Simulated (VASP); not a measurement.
Set up this calculation in VASP 6.6.1, as the native input.

```
Task                   : band structure
Functional             : PBEsol
Potentials or basis    : VASP PAW PBE potentials, release 64 (Ti_sv, O)
Cutoff                 : 520 eV
k mesh                 : 10 × 10 × 10
Occupations            : gaussian, width 0.03 eV
Spin                   : no spin polarisation
Further INCAR settings : ALGO = Normal; EDIFF = 1e-07; NBANDS = 33
```

The structure of TiO2 lies in POSCAR:

```
TiO2                                    
1.0
   -1.8860493893      1.8860493893      4.7794972993
    1.8860493893     -1.8860493893      4.7794972993
    1.8860493893      1.8860493893     -4.7794972993
  Ti              O             
     2     4
Direct
     0.0000000000000000    0.0000000000000000    0.0000000000000000
     0.7500000000000000    0.2500000000000000    0.5000000000000000
     0.2075587146242199    0.2075587146242199    0.0000000000000000
     0.9575587146242199    0.4575587146242199    0.5000000000000000
     0.5424412853757801    0.0424412853757801    0.5000000000000000
     0.7924412853757801    0.7924412853757801    0.0000000000000000
```

One way to write it, as run:

INCAR

```
  ALGO = Normal
  EDIFF = 1E-7
  ENCUT = 520
  GGA = PS
  ICORELEVEL = 1
  ISIF = 2
  ISMEAR = 0
  KPAR = 2
  LASPH = T
  LCHARG = F
  LMAXMIX = 4
  LREAL = F
  LWAVE = F
  NBANDS = 33
  NELM = 80
  PREC = Accurate
  SIGMA = 0.03
```

KPOINTS

```
k-points
0
Gamma
  10 10 10
```

KPOINTS_OPT

```
explicit points
228
Reciprocal
 0.0000000000  0.0000000000  0.0000000000 1
-0.0263157895  0.0263157895  0.0000000000 1
-0.0526315789  0.0526315789  0.0000000000 1
-0.0789473684  0.0789473684  0.0000000000 1
-0.1052631579  0.1052631579  0.0000000000 1
-0.1315789474  0.1315789474  0.0000000000 1
[... 220 lines left out ...]
-0.0790928267  0.0790928267  0.5000000000 1
 0.5000000000  0.5000000000 -0.0790928267 1
```

Potentials or basis: VASP PAW PBE potentials, release 64 (Ti_sv, O).

Run with:

```sh
$ cat potpaw_PBE.64/Ti_sv/POTCAR potpaw_PBE.64/O/POTCAR > POTCAR
$ mpirun -np 2 vasp_std > vasp.out
```

It gave:

The pressure is 0.2 GPa. The band gap on the k mesh is 2.09 eV, indirect (least direct gap 2.42 eV) and the band gap along the path is 2.08 eV, indirect (least direct gap 2.42 eV).

Caveat: the PAW data sets were made with another functional, which shifts forces and pressure a little.

It took 6.6 min on 2 MPI ranks on Intel(R) Xeon(R) Platinum 8559C (Emerald Rapids), on a shared host, peak memory 0.44 GiB a rank.
